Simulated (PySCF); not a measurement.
Identify the unknown among the candidates.

All candidates are C6H8.

| technique | computed result |
| --- | --- |
| Couplings | largest of the computed one-bond spin–spin couplings (means over like bonds): 13C–1H +171.6 (×2), 13C–1H +165.7 (×2), 13C–1H +159.2 (×2), 13C–1H +158.6 (×2), 13C–13C +77.5, 13C–13C +76.7 (×2), 13C–13C +61.8 (×2) Hz [B3LYP/pcJ-1, spin–dipole term left out] |
| Dipole | 0.00 D [PBE0/def2-SVPD] |
| Polarisability | 93.7 au [PBE0/def2-SVPD] |
| Valence photoelectron | vertical ionisation energy: 8.02 eV [ΔSCF PBE0/def2-SVPD] |
| UV, first state | lowest singlet excitation: 4.78 eV (259 nm, f = 1.089) [TDDFT PBE0/def2-SVPD] |
| Rotational structure | rotational constants A, B, C: 26.496, 1.335, 1.271 GHz [PBE0-D3(BJ)/def2-SVP] |
| Triplet | lowest triplet excitation (Tamm–Dancoff): 2.43 eV [TDA PBE0/def2-SVPD] |
| 13C NMR | chemical shifts (computed TMS as zero) by class: 138.2 (2 C), 134.3 (2 C), 116.5 (2 C) ppm [GIAO KT3/pcSseg-2] |
| 1H NMR | chemical shifts (computed TMS as zero) by class: 6.49 (2 H), 6.27 (2 H), 5.26 (2 H), 5.15 (2 H) ppm [GIAO KT3/pcSseg-2] |

Gas-phase values; electronic properties from PySCF, density fitting. Levels stand in brackets. One conformer (not necessarily the lowest) at the PBE0-D3(BJ)/def2-SVP geometry, without solvent, vibrations or thermal averaging. NMR values are class means; diastereotopic atoms form classes of their own.

Question: Which candidate is it?
A. `C=C/C=C/C=C`
B. `C1=CCCC=C1`
C. `C=C1CCC1=C`
D. `C1[C@H]2C[C@H]3[C@@H]1[C@@H]23`
E. `C#C[C@@H]1C[C@@H]1C`

Answer: A. It is `C=C/C=C/C=C`. Numbering: `[CH2:1]=[CH:2]/[CH:3]=[CH:4]/[CH:5]=[CH2:6]`. Its formula, C6H8, gives 3 degrees of unsaturation: 0 rings and 3 π bonds in the structure found. 6 carbons fall into 3 classes; from least to most shielded: alkene CH carbon [C2/C5] (138.2 ppm, 2 C), alkene CH carbon [C3/C4] (134.3 ppm, 2 C), terminal =CH2 carbon [C1/C6] (116.5 ppm, 2 C). Hydrogen classes from least to most shielded: 2 H on 2 alkene CH carbons, C2/C5 (6.49 ppm), 2 H on 2 alkene CH carbons, C3/C4 (6.27 ppm), 2 H on 2 terminal =CH2 carbons, C1/C6 (5.26 ppm), 2 H on 2 terminal =CH2 carbons, C1/C6 (5.15 ppm). The couplings run between: +171.6 Hz, terminal =CH2 carbon [C1] and its hydrogen (with 1 like pair); +165.7 Hz, terminal =CH2 carbon [C1] and its hydrogen (with 1 like pair); +159.2 Hz, alkene CH carbon [C2] and its hydrogen (with 1 like pair); +158.6 Hz, alkene CH carbon [C3] and its hydrogen (with 1 like pair); +77.5 Hz, alkene CH carbon [C3] and alkene CH carbon [C4]; +76.7 Hz, terminal =CH2 carbon [C1] and alkene CH carbon [C2] (with 1 like pair); +61.8 Hz, alkene CH carbon [C2] and alkene CH carbon [C3] (with 1 like pair). S1 is mainly HOMO→LUMO (weight 0.98); the largest Löwdin shares of the orbital it empties are 0.18 on each of 2 atoms of one kind (terminal =CH2 carbon) and 0.17 on each of 2 atoms of one kind (alkene CH carbon), of the orbital it fills 0.18 on each of 2 atoms of one kind (terminal =CH2 carbon) and 0.15 on each of 2 atoms of one kind (alkene CH carbon). The vanishing dipole is forced by symmetry. The optimised geometry has point group C2h and is an asymmetric top.

The others, at the same levels:
- `C#C[C@@H]1C[C@@H]1C` fails: its computed lowest singlet excitation is 6.11 eV (203 nm, f = 0.001) (against 4.78 eV), vertical ionisation energy is 9.17 eV (against 8.02 eV) and lowest triplet excitation (Tamm–Dancoff) is 5.11 eV (against 2.43 eV).
- `C=C1CCC1=C` fails: its computed 13C shifts are 151.9 (2 C), 102.6 (2 C), 31.4 (2 C) ppm, 1H shifts are 5.42 (2 H), 4.78 (2 H), 2.73 (4 H) ppm and lowest singlet excitation is 5.13 eV (242 nm, f = 0.292) (against 4.78 eV).
- `C1[C@H]2C[C@H]3[C@@H]1[C@@H]23` fails: it has 4 carbon classes against 3; its computed 13C shifts are 45.5 (1 C), 39.7 (2 C), 38.0 (1 C), 20.3 (2 C) ppm, 1H shifts are 2.94 (1 H), 2.71 (2 H), 2.39 (1 H), 1.84 (2 H), 1.66 (2 H) ppm and rotational constant A is 6.030 GHz (against 26.496 GHz).
- `C1=CCCC=C1` fails: its computed 13C shifts are 127.3 (2 C), 126.3 (2 C), 27.8 (2 C) ppm, 1H shifts are 6.02 (2 H), 5.90 (2 H), 2.29 (4 H) ppm and lowest triplet excitation (Tamm–Dancoff) is 2.76 eV (against 2.43 eV).

Each candidate is one conformer, not necessarily the lowest. Dipoles, sizes and rotational constants follow the conformer. The torsions of the flexible species, by atom-mapped SMILES:
- `[CH2:1]=[CH:2]/[CH:3]=[CH:4]/[CH:5]=[CH2:6]`: C1–C2–C3–C4 180°, C3–C4–C5–C6 180°
